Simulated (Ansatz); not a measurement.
# HfO₂ (I4_1/amd) at 2 levels of theory

One geometry, relaxed with PBE; plane waves with PAW potentials in Ansatz, scalar-relativistic. No spin polarisation. Gaps are the least over mesh and band path; pressure is positive in compression, and isn't given for hybrids.

```yaml
crystal:
  lattice:
    - [-2.00929, 2.00929, 5.32271]
    - [2.00929, -2.00929, 5.32271]
    - [2.00929, 2.00929, -5.32271]
  atoms:
    - { symbol: Hf, position: [0.00000, 0.00000, 0.00000] }
    - { symbol: Hf, position: [0.75000, 0.25000, 0.50000] }
    - { symbol: O, position: [0.79829, 0.79829, 0.00000] }
    - { symbol: O, position: [0.95171, 0.45171, 0.50000] }
    - { symbol: O, position: [0.54829, 0.04829, 0.50000] }
    - { symbol: O, position: [0.20171, 0.20171, 0.00000] }
```

```
level  cutoff (eV)  k mesh  gap (eV)  pressure (GPa)
  PBE          420   8×8×8      4.43             0.0
```

Task: What comes out on the same cell with HSE06?

Result:
```csv
level,cutoff (eV),k mesh,gap (eV),pressure (GPa)
HSE06,420,6×6×6,6.08,-
```

Spin-orbit coupling matters for the bands of heavy elements and is left out.

It was reached by relaxing an invented guess, and it needn't be the stable form of this composition.
